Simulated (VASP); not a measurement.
# SnS2 (Berndtite-2T) (P-3m1) in VASP: further runs, part 3 of 3

VASP 6.6.1. Earlier steps stand in the parts before.

**5. Dielectric tensor, PBE**

This run uses another cell than the first one, of 24.57 Å³/atom, 1.089 times its volume.

Contents of INCAR:

```
SYSTEM = SnS2
ALGO = Fast ; EDIFF = 1E-8
ENCUT = 600 ; GGA = PE
ISIF = 2 ; ISMEAR = 0
KPAR = 2 ; LASPH = .True.
LCHARG = .False. ; LEPSILON = .True.
LREAL = .False. ; LWAVE = .False.
NELM = 80 ; PREC = Accurate
SIGMA = 0.03
```

Contents of KPOINTS:

```
k-points
0
Gamma
  15 15 8
  0 0 0
```

Contents of POSCAR:

```
SnS2                                    
1.0
    3.6898482899     -0.0000000000     -0.0000000000
   -1.8449241450      3.1955023552      0.0000000000
    0.0000000000     -0.0000000000      6.2509804787
  Sn              S             
     1     2
Direct
     0.0000000000000000    0.0000000000000000    0.0000000000000000
     0.3333333332999970    0.6666666667000030    0.2365239622456118
     0.6666666667000030    0.3333333332999970    0.7634760377543884
```

Potentials or basis: VASP PAW PBE potentials, release 64 (Sn_d, S).

Started as:

```sh
cat potpaw_PBE.64/Sn_d/POTCAR potpaw_PBE.64/S/POTCAR > POTCAR
mpirun -np 2 vasp_std > vasp.out
```

OUTCAR:

```text
SYSTEM = SnS2
   EDIFF = 1E-8
   ENCUT = 600
   GGA = PE
   ISIF = 2
   ISMEAR = 0
   LASPH = .True.
   LEPSILON = .True.
   LREAL = .False.
   NELM = 80
   PREC = Accurate

 ion  position               nearest neighbor table
   1  0.000  0.000  0.000-   2 2.59   3 2.59   3 2.59   2 2.59   3 2.59   2 2.59
   2  0.333  0.667  0.237-   1 2.59   1 2.59   1 2.59
   3  0.667  0.333  0.763-   1 2.59   1 2.59   1 2.59

  LATTYP: Found a hexagonal cell.
 ALAT       =     3.6898482899
 C/A-ratio  =     1.6941023011

  Lattice vectors:

 A1 = (   3.6898482899,   0.0000000000,   0.0000000000)
 A2 = (  -1.8449241450,   3.1955023552,   0.0000000000)
 A3 = (   0.0000000000,   0.0000000000,   6.2509804787)

Analysis of symmetry for initial positions (statically):
=====================================================================
 Subroutine PRICEL returns:
 Original cell was already a primitive cell.

 Routine SETGRP: Setting up the symmetry group for a
 hexagonal supercell.

 Subroutine GETGRP returns: Found 12 space group operations
 (whereof 12 operations were pure point group operations)
 out of a pool of 24 trial point group operations.

The static configuration has the point symmetry D_3d.

Analysis of symmetry for dynamics (positions and initial velocities):
=====================================================================
 Subroutine PRICEL returns:
 Original cell was already a primitive cell.

 Routine SETGRP: Setting up the symmetry group for a
 hexagonal supercell.

 Subroutine GETGRP returns: Found 12 space group operations
 (whereof 12 operations were pure point group operations)
 out of a pool of 24 trial point group operations.

The dynamic configuration has the point symmetry D_3d.

[... 666 lines left out ...]
           8.476414    -0.000000     0.000000
          -0.000000     8.476414     0.000000
           0.000000     0.000000     7.280910
 ------------------------------------------------------

 Free energy of the ion-electron system (eV)
  ---------------------------------------------------
  ---------------------------------------------------
  free energy    TOTEN  =        -1.52858714 eV

  energy without entropy =       -1.52858714

------------------------ aborting loop because EDIFF is reached ----------------------------------------

--------------------------------------- Ionic step        2  -------------------------------------------

------------------------ aborting loop because EDIFF is reached ----------------------------------------

--------------------------------------- Ionic step        3  -------------------------------------------

 Free energy of the ion-electron system (eV)
  ---------------------------------------------------
  ---------------------------------------------------
  free energy    TOTEN  =        -0.83459007 eV

  energy without entropy =       -0.83459007

------------------------ aborting loop because EDIFF is reached ----------------------------------------

 PIEZOELECTRIC TENSOR FIELD DIRECTION 3  (e Angst)
 -----------------------------------------------------------------------------
     0.00226 -0.00000 -0.00000           (  0.00000 -0.00000  0.00000)
    -0.00000  0.00226  0.00000           ( -0.00000  0.00000  0.00000)
     0.00000 -0.00000 -0.00386           (  0.00000  0.00000 -0.00001)

 PIEZOELECTRIC TENSOR FIELD DIRECTION 3  (C/m^2)
 -----------------------------------------------------------------------------
     0.00049 -0.00000 -0.00000
    -0.00000  0.00049  0.00000
     0.00000 -0.00000 -0.00084

 MACROSCOPIC STATIC DIELECTRIC TENSOR (including local field effects in DFT)
 ------------------------------------------------------
           7.893097    -0.000000    -0.000000
          -0.000000     7.893097     0.000000
          -0.000000     0.000000     4.746491
 ------------------------------------------------------

 PIEZOELECTRIC TENSOR (including local field effects)  for field in x, y, z        (e  Angst)
          XX          YY          ZZ          XY          YZ          ZX
  --------------------------------------------------------------------------------
  x     0.00000     0.00000     0.00000     0.00000     0.00000     0.00000
  y     0.00000     0.00000     0.00000     0.00000     0.00000     0.00000
  z     0.00000     0.00000     0.00000     0.00000     0.00000     0.00000

 PIEZOELECTRIC TENSOR (including local field effects)  for field in x, y, z        (C/m^2)
          XX          YY          ZZ          XY          YZ          ZX
  --------------------------------------------------------------------------------
  x     0.00000     0.00000     0.00000     0.00000     0.00000     0.00000
  y     0.00000     0.00000     0.00000     0.00000     0.00000     0.00000
  z     0.00000     0.00000     0.00000     0.00000     0.00000     0.00000

 BORN EFFECTIVE CHARGES (including local field effects) (in |e|, cummulative output)
 ---------------------------------------------------------------------------------
 ion    1
    1     4.90514    -0.00000     0.00000
    2    -0.00000     4.90514    -0.00000
    3     0.00000     0.00000     1.53749
 ion    2
    1    -2.45257     0.00000     0.00000
    2     0.00000    -2.45257    -0.00000
    3    -0.00000     0.00000    -0.76874
 ion    3
    1    -2.45257     0.00000     0.00000
    2     0.00000    -2.45257    -0.00000
    3     0.00000     0.00000    -0.76874
```

Wall time 43 min (2 MPI ranks of Intel Xeon Platinum 8259CL at 2.50GHz (Skylake/Cascade Lake), shared host); peak memory 1.6 GiB.

Results:

* Band gap on the k mesh: 1.50 eV, indirect (least direct gap 1.82 eV)
* Electronic dielectric tensor (diagonal): 7.89, 7.89, 4.75
* Born charges (mean of the diagonal): Sn +3.78; S -1.89 e

Levels at points of the mesh, in eV from the valence-band top:
| k point | band 11 | band 12 | band 13 | band 14 | band 15 | band 16 |
| --- | --- | --- | --- | --- | --- | --- |
| (0.00, 0.00, 0.00) | -0.18 | -0.18 | -0.11 | 1.96 | 3.77 | 5.46 |
| (0.00, 0.00, 0.50) | -0.54 | -0.11 | -0.11 | 2.89 | 3.79 | 5.32 |

Electronic dielectric tensor:
```
7.89 0.00 0.00
0.00 7.89 0.00
0.00 0.00 4.75
```

Born effective charge tensors (e):
atom 1, Sn
```
4.91 0.00 0.00
0.00 4.91 0.00
0.00 0.00 1.54
```
atom 2, S
```
-2.45  0.00  0.00
 0.00 -2.45  0.00
 0.00  0.00 -0.77
```
atom 3, S
```
-2.45  0.00  0.00
 0.00 -2.45  0.00
 0.00  0.00 -0.77
```

Caveat: spin-orbit coupling is left out, which moves the levels of the heavy elements; an odd mesh through Γ misses points on the zone boundary, where band edges often lie; this functional lacks dispersion, which binds the layers, so the pressure and a relaxed spacing across them are unreliable.
